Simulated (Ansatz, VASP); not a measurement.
# Cross-check of AlCo between VASP and Ansatz

One calculation is typed for both programs; each brings its own data sets. How far apart do they land? Of the first pair: The cell is taken from a series of runs on this material, whose earlier steps may have relaxed, scaled, displaced or heated it; both programs get it as it stands.

Program: Ansatz 0.2.0. Level of theory: plane waves, with VASP 6.6.1 beside it; relaxation of cell and atoms at PBEsol and single point at PBEsol. Results are calculated unless marked as measured.

## 1. Starting point

Symmetry: Pm-3m, No. 221, cubic system. Conventional cell: a = 2.823 Å, b = 2.823 Å, c = 2.823 Å, α = 90.00°, β = 90.00°, γ = 90.00°. Co has 8 Al at 2.44 Å nearest. Nearest to Al lie 8 Co at 2.44 Å. Farther neighbours are not listed.

As a file:

```cif
data_structure
_symmetry_space_group_name_H-M 'P 1'
_symmetry_Int_Tables_number 1
_cell_length_a 2.8225
_cell_length_b 2.8225
_cell_length_c 2.8225
_cell_angle_alpha 90.000
_cell_angle_beta 90.000
_cell_angle_gamma 90.000
_cell_volume 22.49
loop_
_atom_site_label
_atom_site_type_symbol
_atom_site_fract_x
_atom_site_fract_y
_atom_site_fract_z
_atom_site_occupancy
Co1 Co 0.50000 0.50000 0.50000 1
Al2 Al 0.00000 0.00000 0.00000 1
```

## 2. VASP: relaxation of cell and atoms, PBEsol

The relaxed volume is the usual yardstick between codes: in a stiff, nearly cubic crystal its relative difference is about their pressure difference at one cell divided by the bulk modulus.

Lines of VASP's logs that name or quote its potential files are left out, and so is its time.

INCAR reads:

```
SYSTEM = AlCo
PREC = Accurate
ENCUT = 600
EDIFF = 1E-07
NELM = 120
ISMEAR = -1
SIGMA = 0.05
LREAL = .FALSE.
ALGO = Normal
GGA = PS
NBANDS = 12
LASPH = .TRUE.
LORBIT = 11
LWAVE = .FALSE.
LCHARG = .FALSE.
ISIF = 3
IBRION = 2
NSW = 80
EDIFFG = -0.005
GGA_COMPAT = .FALSE.
NELMIN = 4
KPAR = 2
```

POSCAR reads:

```
AlCo
1.0
    2.8225022620      0.0000000000      0.0000000000
    0.0000000000      2.8225022620      0.0000000000
    0.0000000000      0.0000000000      2.8225022620
Co Al
1 1
Direct
    0.5000000000      0.5000000000      0.5000000000
    0.0000000000      0.0000000000      0.0000000000
```

KPOINTS reads:

```
Automatic mesh
0
Gamma
15 15 15
0 0 0
```

The projector-augmented-wave data sets are Co and Al (PBE family, release 64).

Launch:

```sh
$ mpirun -np 2 vasp_std
```

Numbers of over 12 decimals in the logs are rounded to 6 here.

The log of the run:

```text
[banner, memory and clock lines left out]
running    2 mpi-ranks, on    1 nodes
 distrk:  each k-point on    1 cores,    2 groups
 distr:  one band on    1 cores,    1 groups

 POSCAR found type information on POSCAR CoAl
 POSCAR found :  2 types and       2 ions
|                                                                             |
|               ----> ADVICE to this user running VASP <----                  |
|                                                                             |
|     You enforced a specific xc type in the INCAR file but a different       |
|     [... a line on the potential file left out ...]
|     I HOPE YOU KNOW WHAT YOU ARE DOING!                                     |
|                                                                             |

 LDA part: xc-table for (Slater+PW92), standard interpolation
 POSCAR, INCAR and KPOINTS ok, starting setup
 FFT: planning ... GRIDC
 FFT: planning ... GRID_SOFT
 FFT: planning ... GRID
 WAVECAR not read
 entering main loop
       N       E                     dE             d eps       ncg     rms          rms(c)
DAV:   1     0.399856131910E+02    0.39986E+02   -0.58474E+03  2912   0.119E+03
DAV:   2    -0.132628611971E+02   -0.53248E+02   -0.48987E+02  2960   0.191E+02
DAV:   3    -0.149790563465E+02   -0.17162E+01   -0.17027E+01  3496   0.411E+01
DAV:   4    -0.150056309022E+02   -0.26575E-01   -0.26567E-01  3228   0.460E+00
DAV:   5    -0.150065376746E+02   -0.90677E-03   -0.90676E-03  3500   0.933E-01    0.136E+01
DAV:   6    -0.178961010826E+02   -0.28896E+01   -0.68266E+01  3204   0.113E+02    0.180E+01
DAV:   7    -0.131314131025E+02    0.47647E+01   -0.31777E+01  3244   0.718E+01    0.193E+00
DAV:   8    -0.130996763798E+02    0.31737E-01   -0.20826E-01  3164   0.369E+00    0.118E+00
DAV:   9    -0.130851499074E+02    0.14526E-01   -0.23875E-02  3856   0.195E+00    0.321E-01
DAV:  10    -0.130846334520E+02    0.51646E-03   -0.46459E-04  3328   0.179E-01    0.146E-01
DAV:  11    -0.130846113571E+02    0.22095E-04   -0.23534E-05  3596   0.466E-02    0.974E-03
DAV:  12    -0.130846109613E+02    0.39584E-06   -0.69753E-07  3572   0.632E-03    0.496E-03
DAV:  13    -0.130846109639E+02   -0.25821E-08   -0.13942E-07  2284   0.261E-03
   1 F= -.13084611E+02 E0= -.13081355E+02  d E =-.130846E+02
 curvature:   0.00 expect dE= 0.000E+00 dE for cont linesearch  0.000E+00
 trial: gam= 0.00000 g(F)=  0.000E+00 g(S)=  0.876E-05 ort = 0.000E+00 (trialstep = 0.100E+01)
 search vector abs. value=  0.876E-05
 bond charge predicted
       N       E                     dE             d eps       ncg     rms          rms(c)
DAV:   1    -0.130847329994E+02   -0.12204E-03   -0.15250E-03  3200   0.617E-01    0.984E-02
DAV:   2    -0.130849114808E+02   -0.17848E-03   -0.44045E-03  3268   0.884E-01    0.135E-01
DAV:   3    -0.130846150974E+02    0.29638E-03   -0.19073E-03  3244   0.587E-01    0.155E-02
DAV:   4    -0.130846102148E+02    0.48827E-05   -0.12871E-05  3180   0.317E-02    0.210E-03
DAV:   5    -0.130846101719E+02    0.42837E-07   -0.24279E-07  2744   0.510E-03
   2 F= -.13084610E+02 E0= -.13081348E+02  d E =0.791920E-06
 trial-energy change:    0.000001  1 .order   -0.000000   -0.000009    0.000009
 step:   0.4310(harm=  0.5041)  dis= 0.00000  next Energy=   -13.084613 (dE=-0.182E-05)
 bond charge predicted
       N       E                     dE             d eps       ncg     rms          rms(c)
DAV:   1    -0.130846519336E+02   -0.41719E-04   -0.49268E-04  3180   0.350E-01    0.561E-02
DAV:   2    -0.130847105343E+02   -0.58601E-04   -0.14277E-03  3264   0.504E-01    0.769E-02
DAV:   3    -0.130846142567E+02    0.96278E-04   -0.62118E-04  3236   0.335E-01    0.895E-03
DAV:   4    -0.130846128248E+02    0.14319E-05   -0.42953E-06  3188   0.184E-02    0.115E-03
DAV:   5    -0.130846128171E+02    0.76659E-08   -0.65231E-08  1632   0.284E-03
   3 F= -.13084613E+02 E0= -.13081354E+02  d E =-.185323E-05
 curvature:  -0.25 expect dE=-0.838E-07 dE for cont linesearch -0.838E-07
 trial: gam=-0.15816 g(F)=  0.179E-63 g(S)=  0.340E-06 ort = 0.173E-05 (trialstep = 0.886E+00)
 search vector abs. value=  0.133E-07
 reached required accuracy - stopping structural energy minimisation
```

OUTCAR, selected parts (step 2):

```text
ion  position               nearest neighbor table
   1  0.500  0.500  0.500-   2 2.44   2 2.44   2 2.44   2 2.44   2 2.44   2 2.44   2 2.44   2 2.44

  LATTYP: Found a simple cubic cell.
 ALAT       =     2.8225022620

 Subroutine GETGRP returns: Found 48 space group operations
 (whereof 48 operations were pure point group operations)

The static configuration has the point symmetry O_h .

 Found    120 irreducible k-points:

   k-points           NKPTS =    120   k-points in BZ     NKDIM =    120   number of bands    NBANDS=     12

   dimension x,y,z NGX =    24 NGY =   24 NGZ =   24
   dimension x,y,z NGXF=    48 NGYF=   48 NGZF=   48

   ENCUT  =  600.0 eV  44.10 Ry    6.64 a.u.   5.64  5.64  5.64*2*pi/ulx,y,z

   NELECT =      12.0000    total number of electrons

 k-points in reciprocal lattice and weights: Automatic mesh
   0.00000000  0.00000000  0.00000000       0.000
   0.06666667  0.00000000  0.00000000       0.002
   0.13333333  0.00000000  0.00000000       0.002
   0.20000000  0.00000000  0.00000000       0.002
   0.26666667  0.00000000  0.00000000       0.002
   0.33333333  0.00000000  0.00000000       0.002
   0.40000000  0.00000000  0.00000000       0.002
   0.46666667  0.00000000  0.00000000       0.002
   0.06666667  0.06666667  0.00000000       0.004
[...]
0.46666667  0.46666667  0.40000000       0.007
   0.46666667  0.46666667  0.46666667       0.002

 average (electrostatic) potential at core
       1 -77.2729       2 -68.5155

 E-fermi :  10.8237

 k-point     1 :       0.0000    0.0000    0.0000
  band No.  band energies     occupation
    ...
      2       7.7195      2.00000
      3       7.7195      2.00000
      4       9.9821      2.00000
      5       9.9822      2.00000
      6       9.9822      2.00000
      7      16.9432      0.00000
      8      16.9432      0.00000
      9      16.9432      0.00000
     10      19.7067      0.00000
     11      19.7067      0.00000
    ...

 k-point     2 :       0.0667    0.0000    0.0000
  band No.  band energies     occupation
    ...
      2       7.7126      2.00000
      3       7.7438      2.00000
      4       9.9344      2.00000
      5       9.9344      2.00000
      6       9.9872      2.00000
      7      16.1010      0.00000
      8      17.0637      0.00000
      9      17.0637      0.00000
     10      19.6929      0.00000
     11      20.4905      0.00000
    ...

 k-point     3 :       0.1333    0.0000    0.0000
  band No.  band energies     occupation
    ...
      2       7.6712      2.00000
      3       7.8137      2.00000
      4       9.8049      2.00000
      5       9.8049      2.00000
      6      10.0015      2.00000
      7      14.6532      0.00000
      8      17.4123      0.00000
      9      17.4123      0.00000
     10      19.6524      0.00000
     11      21.7421      0.00000
    ...

  Total        0.0021672      0.0021672      0.0021672      0.0000000      0.0000000     -0.0000000
  in kB        0.1543706      0.1543706      0.1543706      0.0000000      0.0000000     -0.0000000
  external PRESSURE =       0.1543706 kB  Pullay stress =       0.0000000 kB

  energy-cutoff  :      600.00
  volume of cell :       22.49
      direct lattice vectors                 reciprocal lattice vectors
     2.822825189 -0.000000000 -0.000000000     0.354255022 -0.000000000 -0.000000000
     0.000000000  2.822825189 -0.000000000     0.000000000  0.354255022 -0.000000000
     0.000000000  0.000000000  2.822825189     0.000000000  0.000000000  0.354255022

 POSITION                                       TOTAL-FORCE (eV/Angst)
 -----------------------------------------------------------------------------------
      1.41141      1.41141      1.41141         0.000000     -0.000000      0.000000
      0.00000      0.00000      0.00000        -0.000000      0.000000      0.000000
 -----------------------------------------------------------------------------------
    total drift:                                0.000000     -0.000000     -0.000000

  FREE ENERGIE OF THE ION-ELECTRON SYSTEM (eV)
  ---------------------------------------------------
  free  energy   TOTEN  =       -13.0846128171 eV

  energy  without entropy=      -13.0780958200  energy(sigma->0) =      -13.08135432

 reached required accuracy - stopping structural energy minimisation

 total charge
# of ion       s       p       d       tot
------------------------------------------
    1        0.447   0.533   7.532   8.512
    2        0.397   0.441   0.000   0.838
--------------------------------------------------
tot          0.844   0.973   7.532   9.350

[... 3 further parts left out ...]
```

CONTCAR:

```
AlCo
   1.00000000000000
     2.8228251890830021   -0.0000000000000000   -0.0000000000000000
     0.0000000000000000    2.8228251890830021   -0.0000000000000000
     0.0000000000000000    0.0000000000000000    2.8228251890830021
  Co              Al
     1     1
Direct
     0.5000000000000000    0.5000000000000000    0.5000000000000000
     0.0000000000000000    0.0000000000000000    0.0000000000000000
```

This run has no spin polarisation, so a moment on Co, if there is one, isn't seen. The run keeps the 48 symmetry operations of its start, so it cannot find a distortion of lower symmetry.

## 3. Ansatz: relaxation of cell and atoms, PBEsol

Ansatz runs on its PAW soft_1 files.

The same cell, functional, mesh and smearing now go to Ansatz.

input.yaml reads:

```yaml
crystal:
  lattice:
    - [2.822502262, 0.0, 0.0]
    - [0.0, 2.822502262, 0.0]
    - [0.0, 0.0, 2.822502262]
  atoms:
    - { symbol: Co, position: [0.5, 0.5, 0.5] }
    - { symbol: Al, position: [0.0, 0.0, 0.0] }
kpoints:
  mp_grid: { grid: [15, 15, 15] }
scf:
  occupations: { method: fermi_dirac, width: 0.05 }
hamiltonian:
  xc: pbesol
  pseudopotentials: { kind: paw, azcp: { folder: soft_1 }, xc_functional: pbe }
basis:
  ecutwfc: 600
output:
  forces: true
  stress: true
relax:
  f_tol: 0.005
  max_steps: 70
  cell: { stress_tol: 0.02, p_target: 0 }
```

Launch:

```sh
$ ansatz run input.yaml --threads 4 --pin off --max-ram 10240MiB --backend cpu --events-out ev --progress --plain --runs-dir out
```

The log of the run:

```text
Engine: ansatz 0.2.0, aarch64-unknown-linux-gnu
Pseudopotentials: kind: paw
Pseudopotential: Co, paw, valence charge 17, recommended cutoff 420 eV (normal), soft_1/Co.paw.azcp
Pseudopotential: Al, paw, valence charge 3, recommended cutoff 420 eV (normal), soft_1/Al.paw.azcp
Functional definition: PBEsol
  exchange = pbesol_x
  correlation = pbesol_c
Crystal: 2 atoms, lattice volume = 22.486 Å³
Basis set: ecut = 600 eV, 739 PW (Γ), exchange–correlation on 48×48×48 points (8 copies of the dense FFT grid, shifted against one another)
Bands: 14, of which v1, the nominal top of the filled ones, is band 10 counted from 1 (9 counted from 0)
Symmetry: 48 space group operations
Space group: Pm-3m (ITA 221), of the structure as read, at distance tolerance 2.8e-5 Å
k-points: 120 of 3375
Non-local potential: Co, projectors of the file, l = 0: 3, l = 1: 2, l = 2: 3, l = 3: 1
Non-local potential: Al, projectors of the file, l = 0: 2, l = 1: 2, l = 2: 1
PAW form: soft (Blöchl's): semilocal exchange-correlation on the pseudo side does not see the compensation charge
PAW frozen core: Co, regenerated for the run's functional, and the local potential with it (the file was generated under x = pbe(κ = 0.804, μ = 0.219515), c = pbe(β = 0.066725))
PAW frozen core: Al, regenerated for the run's functional, and the local potential with it (the file was generated under x = pbe(κ = 0.804, μ = 0.219515), c = pbe(β = 0.066725))
PAW one-centre angular grid: Co, 590 points (default); XC on 64 Gauss nodes
PAW one-centre angular grid: Al, 110 points (default); XC on 64 Gauss nodes
Initial density: superposition of atomic densities (chi_scale 0.1, normalization cell, long waves kept (reshape's long-wave potential 0.00 eV rms))
Initial wavefunctions: pseudopotential atomic-orbital guess
Functional: x = pbesol(κ = 0.804, μ = 0.123457), c = pbesol(β = 0.046)
SCF iter   1: F=—  HF=-5618.998309 eV  |F-HF|=—  |Δ(HF+E_count)|=         —  Δρ=6.98e-2  dr2=9.39e-1  ethr=3.10e-3  ⟨swp⟩=4.4  Hψ=7892  notcnv=0
preconditioner: auto → none  [metal: Δε(μ)=0.040 eV  Ē_g=8.691 eV  σ=0.050 eV  W_gap=0.19  n_scr=6 (ndim 8)  ℏωp=27.1 eV  f_vac=0.000  D(μ)=0.79/eV (n_scr^D=6)  sad-step TF]
SCF iter   2: F=—  HF=-5618.986289 eV  |F-HF|=—  |Δ(HF+E_count)|=   1.20e-2  Δρ=7.66e-2  dr2=1.15e0  ethr=3.10e-3  ⟨swp⟩=1.1  Hψ=2649  notcnv=0
SCF iter   3: F=—  HF=-5618.791604 eV  |F-HF|=—  |Δ(HF+E_count)|=   1.95e-1  Δρ=1.47e-2  dr2=4.06e-2  ethr=3.10e-3  ⟨swp⟩=2.2  Hψ=2284  notcnv=0
SCF iter   4: F=—  HF=-5618.784623 eV  |F-HF|=—  |Δ(HF+E_count)|=   6.98e-3  Δρ=1.94e-3  dr2=5.79e-4  ethr=2.03e-4  ⟨swp⟩=2.0  Hψ=3049  notcnv=0  defer=1
SCF iter   5: F=—  HF=-5618.784504 eV  |F-HF|=—  |Δ(HF+E_count)|=   1.19e-4  Δρ=1.74e-4  dr2=3.60e-6  ethr=2.90e-6  ⟨swp⟩=2.1  Hψ=2022  notcnv=0  defer=1
SCF iter   6: F=—  HF=-5618.784506 eV  |F-HF|=—  |Δ(HF+E_count)|=   2.29e-6  Δρ=1.14e-5  dr2=1.65e-8  ethr=5.00e-10  ⟨swp⟩=3.1  Hψ=7391  notcnv=0
SCF iter   7: F=-5618.784506 eV  HF=-5618.784506 eV  |F-HF|=1.30e-10  |Δ(HF+E_count)|=   1.20e-8  Δρ=9.70e-7  dr2=1.51e-10  ethr=8.26e-11  ⟨swp⟩=2.1  Hψ=5434  notcnv=0
SCF 1 converged in 7 iterations: F = -5618.784506 eV  dr2 = 1.51e-10
  greatest PAW one-centre occupation: 1.001 electrons in one spin orbital (limit 2), on the Co atom at site 0 (counted from 0), in its partial waves of l = 1
relax step   1: F+E_penalty+E_count = -5618.78450624 eV  Δ(F+E_penalty+E_count) = +0.000e0 eV  max|allowed force component| = 5.098e-29 eV/Å  Δτ_max = 0.0000 Å  P = +0.002 GPa  Ω = 22.486 Å³  (7 SCF iters, dr2 threshold 1.00e-7 eV, accepted)
Initial density: handed on by an earlier stage of this run
Initial wavefunctions: pseudopotential atomic-orbital guess (no wavefunctions were taken with the density)
iter 1 solved again at ethr=1.16e-8 eV; its pass at ethr=3.10e-3 eV (dr2=2.32e-6 eV) is discarded
SCF iter   1: F=—  HF=-5618.784503 eV  |F-HF|=—  |Δ(HF+E_count)|=         —  Δρ=1.20e-6  dr2=2.17e-10  ethr=1.16e-8  ⟨swp⟩=3.0  Hψ=13076  notcnv=0
preconditioner: auto → none  [metal: Δε(μ)=0.085 eV  Ē_g=8.478 eV  σ=0.050 eV  W_gap=0.40  n_scr=6 (ndim 8)  ℏωp=27.1 eV  f_vac=0.000  D(μ)=0.73/eV (n_scr^D=6)]
SCF iter   2: F=—  HF=-5618.784506 eV  |F-HF|=—  |Δ(HF+E_count)|=   3.19e-6  Δρ=3.76e-7  dr2=1.49e-11  ethr=1.09e-12  ⟨swp⟩=3.1  Hψ=3206  notcnv=0
iter 3 did not close the SCF: its close was put off for the readings that it lacked (scf_convergence_deferred on its scf_iter line)
SCF iter   3: F=-5618.784506 eV  HF=-5618.784506 eV  |F-HF|=9.09e-13  |Δ(HF+E_count)|=  9.09e-12  Δρ=1.45e-7  dr2=2.08e-12  ethr=1.00e-12  ⟨swp⟩=1.0  Hψ=1680  notcnv=0
iter 4 did not close the SCF: its close was put off for the readings that it lacked (scf_convergence_deferred on its scf_iter line)
SCF iter   4: F=-5618.784506 eV  HF=-5618.784506 eV  |F-HF|=0.00e0  |Δ(HF+E_count)|=    0.00e0  Δρ=1.82e-8  dr2=3.98e-14  ethr=1.00e-12  ⟨swp⟩=1.0  Hψ=1680  notcnv=0
iter 5 did not close the SCF: its close was put off for the readings that it lacked (scf_convergence_deferred on its scf_iter line)
SCF iter   5: F=-5618.784506 eV  HF=-5618.784506 eV  |F-HF|=9.09e-13  |Δ(HF+E_count)|=    0.00e0  Δρ=5.47e-9  dr2=3.91e-15  ethr=1.00e-12  ⟨swp⟩=1.0  Hψ=1680  notcnv=0
iter 6 did not close the SCF: its close was put off for the readings that it lacked (scf_convergence_deferred on its scf_iter line)
SCF iter   6: F=-5618.784506 eV  HF=-5618.784506 eV  |F-HF|=1.82e-12  |Δ(HF+E_count)|=    0.00e0  Δρ=3.13e-10  dr2=1.69e-17  ethr=1.00e-12  ⟨swp⟩=1.0  Hψ=1680  notcnv=0
SCF iter   7: F=-5618.784506 eV  HF=-5618.784506 eV  |F-HF|=0.00e0  |Δ(HF+E_count)|=    0.00e0  Δρ=1.47e-10  dr2=2.26e-18  ethr=1.00e-12  ⟨swp⟩=2.0  Hψ=4317  notcnv=0
SCF 2 converged in 7 iterations: F = -5618.784506 eV  dr2 = 2.26e-18
relax step   2: F+E_penalty+E_count = -5618.78450624 eV  Δ(F+E_penalty+E_count) = -3.456e-11 eV  max|allowed force component| = 1.798e-29 eV/Å  Δτ_max = 0.0000 Å  P = +0.002 GPa  Ω = 22.486 Å³  stress off target by 2.12e-3 GPa  SCF on the basis re-selected at this cell (its energy is not comparable with the rows above)  (7 SCF iters)
basis re-selected at this cell: Δ(F+E_penalty+E_count) = -3.456e-11 eV, ΔP = +0.000 GPa vs the last step (what re-selecting the basis moved, of the pressure what is left beyond the Pulay correction that the steps carried, after the strain that the cell walked since its last selection, with what the two solves' SCF thresholds leave and, on support functions, any second-order correction that the steps lacked; it is no  [...]
SCF converged after 7 iterations
Free energy (F): -5618.784506 eV
Harris-Foulkes:  -5618.784506 eV  (|F-HF|=0.00e0)
Internal energy: -5618.778088 eV  (E = F + TS)
E sigma→0 (E₀):  -5618.781297 eV
Entropy (-TS):   -0.006418 eV (-3.209 meV/atom)
Fermi energy:    14.836820 eV
--- Per-component energies (eV) ---
  E_band       = -276.594042
  E_kinetic    = 323.171715
  E_local      = -3457.217437  (includes V_loc(G=0)·N_el)
  E_nonlocal   = 450.463788
  E_hartree    = 1562.618372
  E_xc         = -131.750951
  E_vxc        = -151.237293  (∫ρ·V_xc dr)
  E_paw        = -2000.822919  (= ΣΔE_a)
  E_vpaw       = -567.011537  (= ΣTr[D̂ρ^β])
  E_aug_tail   = -0.000022  (compensation charges beyond the density's cutoff)
  E_ewald      = -2365.448192
  E_core_change = 0.207559  (= ΣΔE_core)
  E_smearing   = -0.006418  (= −TS)
  E_closure    = 0.000000  (closes the sum)
  Σ components = -5618.784506   (vs F -5618.784506, Δ=0.00e0)
--- Forces (eV/Å), atoms counted from 1 ---
  atom   1  Co     0.00000000    -0.00000000    -0.00000000
  atom   2  Al    -0.00000000    -0.00000000     0.00000000
  max |Σ_I F_I| component: 3.56e-29 eV/Å
--- Stress (GPa, compression-positive) ---
        0.002116       0.000000       0.000000
        0.000000       0.002116       0.000000
        0.000000       0.000000       0.002116
  P = ⅓ Tr σ = 0.0021 GPa (0.021 kbar)
--- Relaxed structure (1 steps of the walk, 1 accepted, 1 SCFs on fresh bases) ---
  F+E_penalty+E_count = -5618.78450624 eV   max|allowed force component| = 1.798e-29 eV/Å   (the final SCF, on the basis selected at the relaxed cell)
  cell:  # Å, volume = 22.4855 Å³
    - [2.822502262, 0.0, 0.0]
    - [0.0, 2.822502262, 0.0]
    - [0.0, 0.0, 2.822502262]
  atoms:
    - { symbol: Co, position: [0.5, 0.5, 0.5] }
    - { symbol: Al, position: [0.0, 0.0, 0.0] }
```

Reading the cycles: dr2 is the Hartree energy of the density residual (eV), the measure of convergence; HF is the Harris–Foulkes estimate of the energy, which meets the free energy F at convergence.

## 4. Side by side

Known differences besides the potentials themselves: the data sets hold 20 valence electrons in Ansatz (on its PAW soft_1 files) and 12 in VASP; Ansatz makes its cores anew for this functional, VASP keeps those of its PBE data sets; Ansatz adds a Pulay correction to the stress that steers its cell, VASP none. Total energies have different zeros and are not compared.

Both answers:

| quantity | Ansatz | VASP | difference |
| --- | --- | --- | --- |
| volume (Å³) | 22.49 | 22.49 | -0.03 % |
| edge a after relaxation, in the typed setting (Å) | 2.822 | 2.823 | -0.01 % |

[end of part 1 of 2]

[Lines on the potential files, build, host, timing and source positions are cut from VASP's logs without a mark.]

[Logs are printed without paths, hosts, clocks, repeated set-up lines and the standing remarks that a program may print on its own settings, such as how far it seeks lower states.]

[Hosts, paths, dates, database ids (printed as entryN), source tags and the programs' standing remarks are cut or masked in the printed files.]
